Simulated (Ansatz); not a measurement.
# Cu (P6_3/mmc) in Ansatz: reference runs

Aim: a first look at Cu with PBEsol, on the cell as given and on a disturbed one.

All numbers are computed with Ansatz 0.2.0; they aren't measurements. Logs are shortened: lines on timing, memory, paths and dates and some standing lists are left out, and cuts for length are marked.

### 1 The crystal as given

Symmetry: P6_3/mmc, No. 194, hexagonal system. The conventional cell has a = 2.534 Å, b = 2.534 Å, c = 4.113 Å, α = 90.00°, β = 90.00°, γ = 120.00°. Cu (site symmetry -6m2) has 12 Cu at 2.52 to 2.53 Å as nearest neighbours.

This isn't the form of Cu at room conditions, which is fcc.

### 2 Single point, PBEsol

Input file input.yaml:

```yaml
crystal:
  lattice:
    - [2.5340966698, 0.0, 0.0]
    - [-1.2670483349, 2.1945920917, 0.0]
    - [0.0, 0.0, 4.112571]
  atoms:
    - { symbol: Cu, position: [0.6666666667, 0.3333333333, 0.75] }
    - { symbol: Cu, position: [0.3333333333, 0.6666666667, 0.25] }
hamiltonian:
  xc: pbesol
  pseudopotentials: { kind: paw }
kpoints:
  mp_grid: { grid: [12, 12, 7] }
scf:
  occupations: { method: fermi_dirac, width: 0.05 }
output:
  forces: true
  stress: true
  eigenvalues: true
```

Potentials or basis: Ansatz PAW.

Launch:

```sh
$ ansatz run input.yaml --threads 2 --pin off --max-ram 5632MiB --backend cpu --events-out ev --progress --plain --runs-dir out
```

The log of the run:

```text
Warning: RAYON_NUM_THREADS=2 ignored (pool sized by the plan → 2); use --threads N
Engine: ansatz 0.2.0, x86_64-unknown-linux-gnu
Pseudopotentials: kind: paw
Pseudopotential: Cu, paw, valence charge 19, recommended cutoff 420 eV (normal), Cu.paw.azcp
Functional definition: PBEsol
  exchange = pbesol_x
  correlation = pbesol_c
Crystal: 2 atoms, lattice volume = 22.871 Å³
Basis set: ecut = 420 eV, 451 PW (Γ), exchange–correlation on 36×36×60 points (8 copies of the dense FFT grid, shifted against one another)
Bands: 23, of which v1, the nominal top of the filled ones, is band 19 counted from 1 (18 counted from 0)
Symmetry: 24 space group operations
Space group: P63/mmc (ITA 194), of the structure as read, at distance tolerance 2.8e-5 Å
k-points: 76 of 1008
Non-local potential: Cu, projectors of the file, l = 0: 3, l = 1: 2, l = 2: 3, l = 3: 1
PAW form: soft (Blöchl's): semilocal exchange-correlation on the pseudo side does not see the compensation charge
PAW frozen core: Cu, regenerated for the run's functional, and the local potential with it (the file was generated under x = pbe(κ = 0.804, μ = 0.2195149727645171), c = pbe(β = 0.06672455060314922))
PAW one-centre angular grid: Cu, 590 points (default); XC on 64 Gauss nodes
Initial density: superposition of atomic densities (neutral atoms: chi_scale 0, normalization atom), corrected by the library's trained network
Initial wavefunctions: pseudopotential atomic-orbital guess
Functional: x = pbesol(κ = 0.804, μ = 0.12345679012345678), c = pbesol(β = 0.046)
SCF iter   1: F=—  HF=-13177.526655 eV  |F-HF|=—  |Δ(HF+E_count)|=         —  Δρ=2.15e-2  dr2=5.49e-2  ethr=1.77e-3  ⟨swp⟩=5.5  Hψ=6592  notcnv=0
preconditioner: auto → none  [metal: Δε(μ)=0.008 eV  Ē_g=11.005 eV  σ=0.050 eV  W_gap=0.04  n_scr=8 (ndim 8)  ℏωp=36.4 eV  f_vac=0.000  D(μ)=1.06/eV (n_scr^D=8)  sad-step TF]
SCF iter   2: F=—  HF=-13177.515108 eV  |F-HF|=—  |Δ(HF+E_count)|=   1.15e-2  Δρ=5.38e-3  dr2=3.78e-3  ethr=1.44e-4  ⟨swp⟩=2.5  Hψ=3228  notcnv=0  defer=7
SCF iter   3: F=—  HF=-13177.514387 eV  |F-HF|=—  |Δ(HF+E_count)|=   7.21e-4  Δρ=1.40e-3  dr2=2.51e-4  ethr=9.94e-6  ⟨swp⟩=1.1  Hψ=1745  notcnv=0  defer=7
SCF iter   4: F=—  HF=-13177.514303 eV  |F-HF|=—  |Δ(HF+E_count)|=   8.32e-5  Δρ=8.55e-5  dr2=6.46e-7  ethr=6.61e-7  ⟨swp⟩=2.3  Hψ=2513  notcnv=0  defer=7
SCF iter   5: F=—  HF=-13177.514298 eV  |F-HF|=—  |Δ(HF+E_count)|=   4.88e-6  Δρ=8.96e-6  dr2=3.34e-9  ethr=1.70e-9  ⟨swp⟩=2.0  Hψ=2675  notcnv=0  defer=7
SCF iter   6: F=-13177.514298 eV  HF=-13177.514298 eV  |F-HF|=2.55e-11  |Δ(HF+E_count)|=   5.86e-9  Δρ=6.04e-7  dr2=3.83e-11  ethr=8.78e-12  ⟨swp⟩=2.1  Hψ=5813  notcnv=0
SCF 1 converged in 6 iterations: F = -13177.514298 eV  dr2 = 3.83e-11
SCF converged after 6 iterations
Free energy (F): -13177.514298 eV
Harris-Foulkes:  -13177.514298 eV  (|F-HF|=2.55e-11)
Internal energy: -13177.506175 eV  (E = F + TS)
E sigma→0 (E₀):  -13177.510237 eV
Entropy (-TS):   -0.008123 eV (-4.062 meV/atom)
Fermi energy:    17.240414 eV
--- Per-component energies (eV) ---
  E_band       = -698.765014
  E_kinetic    = 601.013835
  E_local      = -7980.846374  (includes V_loc(G=0)·N_el)
  E_nonlocal   = 782.509642
  E_hartree    = 3513.800201
  E_xc         = -178.584821
  E_vxc        = -231.488419  (∫ρ·V_xc dr)
  E_paw        = -3251.974285  (= ΣΔE_a)
  E_vpaw       = -897.555332  (= ΣTr[D̂ρ^β])
  E_aug_tail   = 0.000513  (compensation charges beyond the density's cutoff)
  E_ewald      = -6663.837290
  E_core_change = 0.412404  (= ΣΔE_core)
  E_smearing   = -0.008123  (= −TS)
  E_closure    = -0.000000  (closes the sum)
  Σ components = -13177.514298   (vs F -13177.514298, Δ=0.00e0)
--- Forces (eV/Å), atoms counted from 1 ---
  atom   1  Cu     0.00000000    -0.00000000     0.00000000
  atom   2  Cu     0.00000000     0.00000000    -0.00000000
  max |Σ_I F_I| component: 1.85e-17 eV/Å
--- Stress (GPa, compression-positive) ---
       -1.563496      -0.000000       0.000000
       -0.000000      -1.563496      -0.000000
        0.000000      -0.000000      -1.137830
  P = ⅓ Tr σ = -1.4216 GPa (-14.216 kbar)
--- Band table (eV; the first three rows and the last of 76) ---
  k-point 0: bands = ["-95.0370", "-95.0203", "-52.6197", "-52.5096", "-52.5096", "-52.4938", "-52.4904", "-52.4904", "7.5907", "12.0077", "14.2037", "14.2491", "14.2491", "14.4769", "14.4769", "14.7561", "14.7561", "15.5711", "15.5711", "16.1637", "21.2757", "38.7948", "39.2022"]
  k-point 1: bands = ["-95.0362", "-95.0211", "-52.6135", "-52.5086", "-52.5086", "-52.5001", "-52.4913", "-52.4913", "7.7827", "11.8863", "14.1642", "14.2117", "14.2117", "14.4372", "14.4372", "14.8463", "14.8463", "15.4012", "15.5607", "15.5607", "22.5281", "38.8025", "39.3936"]
  k-point 2: bands = ["-95.0339", "-95.0235", "-52.5962", "-52.5177", "-52.5060", "-52.5060", "-52.4940", "-52.4940", "8.3476", "11.3634", "14.0628", "14.1664", "14.1664", "14.3417", "14.3417", "14.3721", "15.0390", "15.0390", "15.5148", "15.5148", "25.1738", "35.6413", "38.9601"]
  k-point 75: bands = ["-95.0169", "-95.0169", "-52.5907", "-52.5907", "-52.5684", "-52.5602", "-52.5183", "-52.5183", "13.2227", "13.2227", "13.2826", "13.3765", "13.9044", "13.9044", "14.7190", "14.8708", "15.5909", "15.5909", "21.2864", "21.2864", "22.2759", "23.5585", "24.4652"]
```

Wall time 2 s (2 threads of AMD EPYC 7R43 (Zen 3), shared host); peak memory 0.37 GiB.

What came out:

- Free energy: -13177.5143 eV
- Pressure: -1.4 GPa
- Band gap on the k mesh: none (metal or under the smearing width)

Stress tensor (GPa, compression positive):
```
-1.56  0.00  0.00
 0.00 -1.56  0.00
 0.00  0.00 -1.14
```

Caveat: the PAW data sets come from PBE, with cores solved anew for the run's functional, which leaves a small shift of forces and pressure.

### 3 Single point, PBEsol (atoms moved at random, drawn with an rms of 0.05 Å)

Changes to input.yaml since step 2:

```diff
@@ -6,4 +6,4 @@
   atoms:
-    - { symbol: Cu, position: [0.6666666667, 0.3333333333, 0.75] }
-    - { symbol: Cu, position: [0.3333333333, 0.6666666667, 0.25] }
+    - { symbol: Cu, position: [0.669715, 0.350339, 0.743926] }
+    - { symbol: Cu, position: [0.354591, 0.666897, 0.248665] }
 hamiltonian:
```

Potentials or basis: Ansatz PAW.

Launch:

```sh
$ ansatz run input.yaml --threads 2 --pin off --max-ram 5632MiB --backend cpu --events-out ev --progress --plain --runs-dir out
```

The log of the run:

```text
Warning: RAYON_NUM_THREADS=2 ignored (pool sized by the plan → 2); use --threads N
[... 6 set-up lines as earlier in the session ...]
Crystal: 2 atoms, lattice volume = 22.871 Å³
Basis set: ecut = 420 eV, 451 PW (Γ), exchange–correlation on 36×36×60 points (8 copies of the dense FFT grid, shifted against one another)
Bands: 23, of which v1, the nominal top of the filled ones, is band 19 counted from 1 (18 counted from 0)
Symmetry: 2 space group operations
Space group: P-1 (ITA 2), of the structure as read, at distance tolerance 2.8e-5 Å
k-points: 506 of 1008
[... 7 set-up lines as earlier in the session ...]
SCF iter   1: F=—  HF=-13177.520754 eV  |F-HF|=—  |Δ(HF+E_count)|=         —  Δρ=2.15e-2  dr2=5.48e-2  ethr=1.77e-3  ⟨swp⟩=5.5  Hψ=43749  notcnv=0
preconditioner: auto → none  [metal: Δε(μ)=0.006 eV  Ē_g=10.982 eV  σ=0.050 eV  W_gap=0.03  n_scr=8 (ndim 8)  ℏωp=36.4 eV  f_vac=0.000  D(μ)=1.03/eV (n_scr^D=2)  sad-step TF]
SCF iter   2: F=—  HF=-13177.509158 eV  |F-HF|=—  |Δ(HF+E_count)|=   1.16e-2  Δρ=5.34e-3  dr2=3.74e-3  ethr=1.44e-4  ⟨swp⟩=2.5  Hψ=21606  notcnv=0  defer=37
SCF iter   3: F=—  HF=-13177.508429 eV  |F-HF|=—  |Δ(HF+E_count)|=   7.29e-4  Δρ=1.39e-3  dr2=2.49e-4  ethr=9.84e-6  ⟨swp⟩=1.0  Hψ=11616  notcnv=0  defer=37
SCF iter   4: F=—  HF=-13177.508343 eV  |F-HF|=—  |Δ(HF+E_count)|=   8.61e-5  Δρ=8.68e-5  dr2=1.57e-6  ethr=6.55e-7  ⟨swp⟩=2.5  Hψ=17022  notcnv=0  defer=37
SCF iter   5: F=—  HF=-13177.508343 eV  |F-HF|=—  |Δ(HF+E_count)|=   2.75e-7  Δρ=3.83e-5  dr2=3.34e-7  ethr=4.14e-9  ⟨swp⟩=2.0  Hψ=17136  notcnv=0  defer=37
SCF iter   6: F=-13177.508343 eV  HF=-13177.508343 eV  |F-HF|=4.96e-9  |Δ(HF+E_count)|=   7.76e-8  Δρ=7.45e-6  dr2=4.13e-9  ethr=2.63e-10  ⟨swp⟩=5.2  Hψ=50253  notcnv=0
SCF 1 converged in 6 iterations: F = -13177.508343 eV  dr2 = 4.13e-9
SCF converged after 6 iterations
Free energy (F): -13177.508343 eV
Harris-Foulkes:  -13177.508343 eV  (|F-HF|=4.96e-9)
Internal energy: -13177.500357 eV  (E = F + TS)
E sigma→0 (E₀):  -13177.504350 eV
Entropy (-TS):   -0.007986 eV (-3.993 meV/atom)
Fermi energy:    17.241065 eV
--- Per-component energies (eV) ---
  E_band       = -698.825528
  E_kinetic    = 601.027362
  E_local      = -7982.596131  (includes V_loc(G=0)·N_el)
  E_nonlocal   = 782.506925
  E_hartree    = 3514.632563
  E_xc         = -178.590970
  E_vxc        = -231.496640  (∫ρ·V_xc dr)
  E_paw        = -3251.968386  (= ΣΔE_a)
  E_vpaw       = -897.538252  (= ΣTr[D̂ρ^β])
  E_aug_tail   = 0.000497  (compensation charges beyond the density's cutoff)
  E_ewald      = -6662.924621
  E_core_change = 0.412404  (= ΣΔE_core)
  E_smearing   = -0.007986  (= −TS)
  E_closure    = 0.000000  (closes the sum)
  Σ components = -13177.508343   (vs F -13177.508343, Δ=0.00e0)
--- Forces (eV/Å), atoms counted from 1 ---
  atom   1  Cu     0.10612952    -0.05869900     0.15434816
  atom   2  Cu    -0.10612952     0.05869900    -0.15434816
  max |Σ_I F_I| component: 0.00e0 eV/Å
--- Stress (GPa, compression-positive) ---
       -1.083686      -0.884759       0.109007
       -0.884759      -2.044231      -0.060801
        0.109007      -0.060801      -0.793107
  P = ⅓ Tr σ = -1.3070 GPa (-13.070 kbar)
--- Band table (eV; the first three rows and the last of 506) ---
  k-point 0: bands = ["-95.0388", "-95.0218", "-52.6229", "-52.5179", "-52.5037", "-52.4955", "-52.4946", "-52.4887", "7.5906", "12.0075", "14.1795", "14.2316", "14.2678", "14.4485", "14.5132", "14.6724", "14.8475", "15.4917", "15.6397", "16.1658", "21.2752", "38.6553", "39.2191"]
  k-point 1: bands = ["-95.0379", "-95.0226", "-52.6167", "-52.5169", "-52.5029", "-52.5016", "-52.4957", "-52.4894", "7.7827", "11.8862", "14.1414", "14.1973", "14.2284", "14.4077", "14.4753", "14.7641", "14.9299", "15.4055", "15.4948", "15.6162", "22.5276", "38.7316", "39.3388"]
  k-point 2: bands = ["-95.0356", "-95.0250", "-52.5993", "-52.5208", "-52.5123", "-52.5009", "-52.4988", "-52.4914", "8.3474", "11.3639", "14.0425", "14.1635", "14.1729", "14.3128", "14.3624", "14.3842", "14.9766", "15.1051", "15.4815", "15.5386", "25.1726", "35.6438", "38.9552"]
  k-point 505: bands = ["-95.0201", "-95.0195", "-52.6190", "-52.6146", "-52.5314", "-52.5269", "-52.5226", "-52.5159", "12.1404", "12.2959", "13.2570", "13.4118", "14.6980", "15.0378", "15.1916", "15.7083", "15.7106", "15.7384", "17.2022", "17.8333", "22.4628", "22.5057", "32.7605"]
```

Run time: 12 s. Hardware: 2 threads of AMD EPYC 7R43 (Zen 3), shared host; peak memory 0.53 GiB.

Results:

| Item | Value |
| --- | --- |
| Free energy | -13177.5083 eV |
| Pressure | -1.3 GPa |
| Largest force | 0.196 eV/Å |
| Band gap on the k mesh | none (metal or under the smearing width) |

Forces in eV/Å, atoms in the order of the input:
```
Cu   0.106 -0.059  0.154
Cu  -0.106  0.059 -0.154
```

Caveat: the PAW data sets come from PBE, with cores solved anew for the run's functional, which leaves a small shift of forces and pressure.
